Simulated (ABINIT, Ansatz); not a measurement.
## A GW run on AlN (P6_3mc) in ABINIT, with inputs changed

What do changed inputs do to GW on AlN (P6_3mc)?

Main program and level: ABINIT 10.8.3; PBE and many-body steps on it, plane waves.

The database entry behind the starting cell differs from later determinations by our own check (inner coordinate u about 0.002 short), so it need not match the best structure at ambient conditions.

### Step 1. Starting point

It takes space group P6_3mc (No. 186, hexagonal). Conventional cell: a = 3.113 Å, b = 3.113 Å, c = 4.981 Å, α = 90.00°, β = 90.00°, γ = 120.00°. Nearest to Al lie 4 N at 1.89 Å. Nearest to N lie 4 Al at 1.89 Å. Farther neighbours and most contacts between anions are not listed.

The cell and positions come from the Crystallography Open Database and are kept as given unless a step says otherwise.

### Step 2. Screening, 6×6×4 mesh, 229 bands, screening to 247.6 eV

This step: ABINIT 10.8.3; RPA screening on PBE, plane waves, norm-conserving pseudopotentials.

The RPA dielectric matrix is built and inverted for each q.

The input, run.abi:

```
acell 3*1.0 Angstrom
rprim 
  3.113000000011 -0.000000000003 0.000000000000
  -1.556500000003 2.695937081992 0.000000000000
  0.000000000000 0.000000000000 4.981000000000
ntypat 2
znucl 13 7
natom 4
typat 1 1 2 2
xred 
  0.333333333333 0.666666666667 0.000000000000
  0.666666666667 0.333333333333 0.500000000000
  0.333333333333 0.666666666667 0.380000000000
  0.666666666667 0.333333333333 0.880000000000
pp_dirpath "pseudos"
pseudos "Al.upf, N.upf"
ecut 36
ngkpt 6 6 4
nshiftk 1
shiftk 0 0 0
kptopt 1
chksymbreak 0
istwfk *1
occopt 1
irdwfk 1
optdriver 3
nband 229
ecuteps 9.1
inclvkb 2
awtr 1
symchi 1
indata_prefix "in"
outdata_prefix "out"
tmpdata_prefix "tmp"
```

Started as:

```console
$ OMP_NUM_THREADS=1 mpirun -n 4 abinit run.abi > log
```

Output:

```text
.Version 10.8.3 of ABINIT. v10.8.2 released Aug 2026.

 Symmetries : space group P6_3 m c (#186); Bravais hP (primitive hexag.)
[... echo of the input left out ...]
== DATASET  1 ==================================================================
-   mpi_nproc: 4, omp_nthreads: 1 (-1 if OMP is not activated)

--- !DatasetInfo
iteration_state: {dtset: 1, }
dimensions: {natom: 4, nkpt: 21, mband: 229, nsppol: 1, nspinor: 1, nspden: 1, mpw: 2934, }
cutoff_energies: {ecut:  36.0, pawecutdg:  -1.0, }
electrons: {nelect:   1.60000000E+01, charge:   0.00000000E+00, occopt:   1.00000000E+00, tsmear:   1.00000000E-02, }

 SCREENING: Calculation of the susceptibility and dielectric matrices

 Based on a program developped by R.W. Godby, V. Olevano, G. Onida, and L. Reining.
 Incorporated in ABINIT by V. Olevano, G.-M. Rignanese, and M. Torrent.
.Using double precision arithmetic ; gwpc =  8

[... cell and pseudopotentials left out ...]
--------------------------------------------------------------------------------

 ==== K-mesh for the wavefunctions ====
 Number of points in the irreducible wedge :    21
[... list of points left out ...]
 Together with 12 symmetry operations and time-reversal symmetry
 yields   144 points in the full Brillouin Zone.

 ==== Q-mesh for the screening function ====
 Number of points in the irreducible wedge :    21
[... list of points left out ...]
 Together with 12 symmetry operations and time-reversal symmetry
 yields   144 points in the full Brillouin Zone.

 setmesh: FFT mesh size selected  =    24x   24x   40
          total number of points  =        23040

 vcoul_init : cutoff-mode = AUXILIARY_FUNCTION
 q-points for optical limit:   1
     1)      0.000010    0.000020    0.000030

- screening: taking advantage of time-reversal symmetry
- Maximum band index for partially occupied states nbvw = 8
- Remaining bands to be divided among processors   nbcw = 221
- Number of bands treated by each node ~55

 Number of electrons calculated from density =   16.0000; Expected =   16.0000
 average of density, n =  0.056718
 r_s =    1.6146
 omega_plasma =   22.9728 [eV]

 calculating chi0 at frequencies [eV] :
  1    0.000000E+00    0.000000E+00
  2    0.000000E+00    2.297283E+01

--------------------------------------------------------------------------------
  q-point number  1        q = ( 0.000000, 0.000000, 0.000000) [r.l.u.]
--------------------------------------------------------------------------------
[... chi0 elements left out ...]
 For q-point:  0.000010 0.000020 0.000030
  dielectric constant =   4.2131
  dielectric constant without local fields =   4.6428

  Average fulfillment of the sum rule on Im[epsilon] for q-point    1 :     92.50  [%]
[... wings left out ...]
  q-point number  2        q = ( 0.166667, 0.000000, 0.000000) [r.l.u.]
--------------------------------------------------------------------------------
[... chi0 elements left out ...]
  Average fulfillment of the sum rule on Im[epsilon] for q-point    2 :     96.06  [%]

 [... 19 further q-points ...]
```

Wall time 7.4 min (4 MPI ranks of Arm Neoverse V1, shared host); peak memory 2.5 GiB.

This step gave:

| Quantity | Value |
| --- | --- |
| ε∞ with local fields, on this mesh, along the program's q direction | 4.213 |
| the same without local fields | 4.643 |
| plasma frequency | 22.97 eV |
| plane waves in the screening matrix | 373 |

Local fields lower ε∞ by 9 %.

### Step 3. Base

The self-energy is evaluated for the states that the input lists, and the levels follow from it, in one-shot runs by the linearised quasiparticle equation.

This step: G0W0 on PBE, plane waves, norm-conserving pseudopotentials.

Edit run.abi of step 2 so:

```diff
@@ -25,8 +25,15 @@
 irdwfk 1
-optdriver 3
+optdriver 4
 nband 229
+gwcalctyp 0
+ecutsigx 36
+symsigma 1
+nkptgw 1
+kptgw 
+  0.0000000000 0.0000000000 0.0000000000
+bdgw 
+  6 10
 ecuteps 9.1
-inclvkb 2
-awtr 1
-symchi 1
+irdscr 1
+ppmodel 1
 indata_prefix "in"
```

Output:

```text
.Version 10.8.3 of ABINIT. v10.8.2 released Aug 2026.

 Symmetries : space group P6_3 m c (#186); Bravais hP (primitive hexag.)
[... echo of the input left out ...]
== DATASET  1 ==================================================================
-   mpi_nproc: 4, omp_nthreads: 1 (-1 if OMP is not activated)

--- !DatasetInfo
iteration_state: {dtset: 1, }
dimensions: {natom: 4, nkpt: 21, mband: 229, nsppol: 1, nspinor: 1, nspden: 1, mpw: 2934, }
cutoff_energies: {ecut:  36.0, pawecutdg:  -1.0, }
electrons: {nelect:   1.60000000E+01, charge:   0.00000000E+00, occopt:   1.00000000E+00, tsmear:   1.00000000E-02, }

 SIGMA: Calculation of the GW corrections

 Based on a program developped by R.W. Godby, V. Olevano, G. Onida, and L. Reining.
 Incorporated in ABINIT by V. Olevano, G.-M. Rignanese, and M. Torrent.
.Using double precision arithmetic ; gwpc =  8

[... cell and pseudopotentials left out ...]
--------------------------------------------------------------------------------

 ==== K-mesh for the wavefunctions ====
 Number of points in the irreducible wedge :    21
[... list of points left out ...]
 Together with 12 symmetry operations and time-reversal symmetry
 yields   144 points in the full Brillouin Zone.

 ==== Q-mesh for screening function ====
 Number of points in the irreducible wedge :    21
[... list of points left out ...]
 Together with 12 symmetry operations and time-reversal symmetry
 yields   144 points in the full Brillouin Zone.

 vcoul_init : cutoff-mode = AUXILIARY_FUNCTION
 q-points for optical limit:   1
     1)      0.000010    0.000020    0.000030
 setmesh: FFT mesh size selected  =    27x   27x   54
          total number of points  =        39366

 Number of electrons calculated from density =   16.0000; Expected =   16.0000
 average of density, n =  0.056718
 r_s =    1.6146
 omega_plasma =   22.9728 [eV]

 === KS Band Gaps ===
  >>>> For spin  1
   Minimum direct gap =   4.2205 [eV], located at k-point      :   0.0000  0.0000  0.0000
   Fundamental gap    =   4.2205 [eV], Top of valence bands at :   0.0000  0.0000  0.0000
                                       Bottom of conduction at :   0.0000  0.0000  0.0000
 SIGMA fundamental parameters:
 PLASMON POLE MODEL  1
 number of plane-waves for SigmaX                 2863
 number of plane-waves for SigmaC and W            373
 number of plane-waves for wavefunctions          2863
 number of bands                                   229
 number of independent spin polarizations            1
 number of spinorial components                      1
 number of k-points in IBZ                          21
 number of q-points in IBZ                          21
 number of symmetry operations                      12
 number of k-points in BZ                          144
 number of q-points in BZ                          144
 number of frequencies for dSigma/dE                 9
 frequency step for dSigma/dE [eV]                0.25
 number of omega for Sigma on real axis              0
 max omega for Sigma on real axis  [eV]           0.00
 zcut for avoiding poles [eV]                     0.10

 EPSILON^-1 parameters (SCR file):
 dimension of the eps^-1 matrix on file            373
 dimension of the eps^-1 matrix used               373
 number of plane-waves for wavefunctions          2863
 number of bands                                   229
 number of q-points in IBZ                          21
 number of frequencies                               2
 number of real frequencies                          1
 number of imag frequencies                          1

 matrix elements of self-energy operator (all in [eV])

 Perturbative Calculation

--- !SelfEnergy_ee
iteration_state: {dtset: 1, }
kpoint     : [   0.000,    0.000,    0.000, ]
spin       : 1
KS_gap     :    4.220
QP_gap     :    5.629
Delta_QP_KS:    1.408
data: !SigmaeeData |
     Band     E0 <VxcDFT>   SigX SigC(E0)      Z dSigC/dE  Sig(E)    E-E0       E
        6   5.135 -16.968 -20.992   2.883   0.786  -0.272 -17.865  -0.897   4.237
        7   5.135 -16.968 -20.992   2.883   0.786  -0.272 -17.865  -0.897   4.237
        8   5.314 -17.078 -21.024   2.845   0.786  -0.272 -17.944  -0.866   4.448
        9   9.535 -12.527  -8.048  -3.815   0.817  -0.224 -11.985   0.542  10.077
       10  11.990 -10.836  -5.799  -4.320   0.826  -0.210 -10.244   0.592  12.582

== END DATASET(S) ==============================================================
================================================================================

 -outvars: echo values of variables after computation  --------
           etotal      0.0000000000E+00
            nband         229
             nkpt          21
          spgroup         186
 [... the other variables as echoed above ...]

 Calculation completed.
```

Run time: 43 s. Hardware: 4 MPI ranks; peak memory 2.9 GiB.

This step gave:

| Item | Value |
| --- | --- |
| G0W0 gap on the points computed | 5.629 eV |
| starting gap on the mesh | 4.220 eV |
| k of the valence top | 0, 0, 0 |
| k of the conduction bottom | 0, 0, 0 |
| Z at the valence top | 0.786 |
| Z at the conduction bottom | 0.817 |
| least direct G0W0 gap on the computed points | 5.629 eV |

The gap on the mesh goes from 4.22 eV to 5.63 eV, a correction of +1.41 eV.

### Step 4. Screening cutoff above the file's

Edit run.abi of step 3 so:

```diff
@@ -35,3 +35,3 @@
   6 10
-ecuteps 9.1
+ecuteps 36.4
 irdscr 1
```

Output:

```text
.Version 10.8.3 of ABINIT. v10.8.2 released Aug 2026.

 Symmetries : space group P6_3 m c (#186); Bravais hP (primitive hexag.)
[... echo of the input left out ...]
== DATASET  1 ==================================================================
-   mpi_nproc: 4, omp_nthreads: 1 (-1 if OMP is not activated)

--- !DatasetInfo
iteration_state: {dtset: 1, }
dimensions: {natom: 4, nkpt: 21, mband: 229, nsppol: 1, nspinor: 1, nspden: 1, mpw: 2934, }
cutoff_energies: {ecut:  36.0, pawecutdg:  -1.0, }
electrons: {nelect:   1.60000000E+01, charge:   0.00000000E+00, occopt:   1.00000000E+00, tsmear:   1.00000000E-02, }

 SIGMA: Calculation of the GW corrections

 Based on a program developped by R.W. Godby, V. Olevano, G. Onida, and L. Reining.
 Incorporated in ABINIT by V. Olevano, G.-M. Rignanese, and M. Torrent.
.Using double precision arithmetic ; gwpc =  8

[... cell and pseudopotentials left out ...]
--------------------------------------------------------------------------------

 ==== K-mesh for the wavefunctions ====
 Number of points in the irreducible wedge :    21
[... list of points left out ...]
 Together with 12 symmetry operations and time-reversal symmetry
 yields   144 points in the full Brillouin Zone.

 ==== Q-mesh for screening function ====
 Number of points in the irreducible wedge :    21
[... list of points left out ...]
 Together with 12 symmetry operations and time-reversal symmetry
 yields   144 points in the full Brillouin Zone.

 vcoul_init : cutoff-mode = AUXILIARY_FUNCTION
 q-points for optical limit:   1
     1)      0.000010    0.000020    0.000030
 setmesh: FFT mesh size selected  =    27x   27x   54
          total number of points  =        39366

 Number of electrons calculated from density =   16.0000; Expected =   16.0000
[...]
number of q-points in IBZ                          21
 number of symmetry operations                      12
 number of k-points in BZ                          144
 number of q-points in BZ                          144
 number of frequencies for dSigma/dE                 9
 frequency step for dSigma/dE [eV]                0.25
 number of omega for Sigma on real axis              0
 max omega for Sigma on real axis  [eV]           0.00
 zcut for avoiding poles [eV]                     0.10

 EPSILON^-1 parameters (SCR file):
 dimension of the eps^-1 matrix on file            373
 dimension of the eps^-1 matrix used               373
 number of plane-waves for wavefunctions          2863
 number of bands                                   229
 number of q-points in IBZ                          21
 number of frequencies                               2
 number of real frequencies                          1
 number of imag frequencies                          1

 matrix elements of self-energy operator (all in [eV])

 Perturbative Calculation

--- !SelfEnergy_ee
iteration_state: {dtset: 1, }
kpoint     : [   0.000,    0.000,    0.000, ]
spin       : 1
KS_gap     :    4.220
QP_gap     :    5.629
Delta_QP_KS:    1.408
data: !SigmaeeData |
     Band     E0 <VxcDFT>   SigX SigC(E0)      Z dSigC/dE  Sig(E)    E-E0       E
        6   5.135 -16.968 -20.992   2.883   0.786  -0.272 -17.865  -0.897   4.237
        7   5.135 -16.968 -20.992   2.883   0.786  -0.272 -17.865  -0.897   4.237
        8   5.314 -17.078 -21.024   2.845   0.786  -0.272 -17.944  -0.866   4.448
        9   9.535 -12.527  -8.048  -3.815   0.817  -0.224 -11.985   0.542  10.077
       10  11.990 -10.836  -5.799  -4.320   0.826  -0.210 -10.244   0.592  12.582

== END DATASET(S) ==============================================================
================================================================================

 -outvars: echo values of variables after computation  --------
           etotal      0.0000000000E+00
            nband         229
             nkpt          21
          spgroup         186
 [... the other variables as echoed above ...]

 Calculation completed.
```

Run time: 43 s. Hardware: 4 MPI ranks; peak memory 2.9 GiB; 2.9 min of CPU time.

The run ended normally, though the input holds a fault or crude settings.

The fault put into this input: screening cutoff above the file's. It printed a gap of 5.63 eV, the value of the sound run: the program fell back on what its files hold, so an unchanged gap is no proof of convergence.

### Step 5. Side by side

Times are wall times on 4 MPI ranks of Arm Neoverse V1, shared host, good to a factor of about two. A run's time includes the screening step that it read.

| run | mesh | bands | screening cutoff (eV) | DFT gap (eV) | gap on the mesh (eV) | direct (eV) | ε∞ used | time |
| --- | --- | --- | --- | --- | --- | --- | --- | --- |
| base | 6×6×4 | 229 | 247.6 | 4.220 | 5.629 | 5.629 | 4.21 | 8.1 min |

### Step 6. Outcome

| Quantity | Value |
| --- | --- |
| base | 5.629 eV |
| known limits | not at the basis limit |

In words: Bands and cutoff are finite, so the gap is not at the basis limit. The miss can reach some tenths of an eV and take either sign; the mesh is an error of its own. In the G0W0 run levels were corrected at 1 k point alone, so a gap called «on the mesh» is the least over those, and an edge elsewhere would be missed.

[Paths, hosts, dates, memory and timing lines, banners, echoed tables and standing remarks are left out of the program output.]

[Logs are printed without paths, hosts, clocks, repeated set-up lines and the standing remarks that a program may print on its own settings, such as how far it seeks lower states.]

[Runs of the session that timed out or met a known fault of the program may be left out.]

[Hosts, paths, dates, database ids (printed as entryN), source tags and the programs' standing remarks are cut or masked in the printed files.]

[G0W0 gaps are taken among the corrected bands and points alone; a level outside them can change the order at an edge.]

[Where Ansatz stands beside ABINIT at settings called matched, ABINIT's density can come from a denser mesh and the files from another edition; pairs whose starting gaps differed by over 0.03 eV were left out, so agreement reads better than it is.]
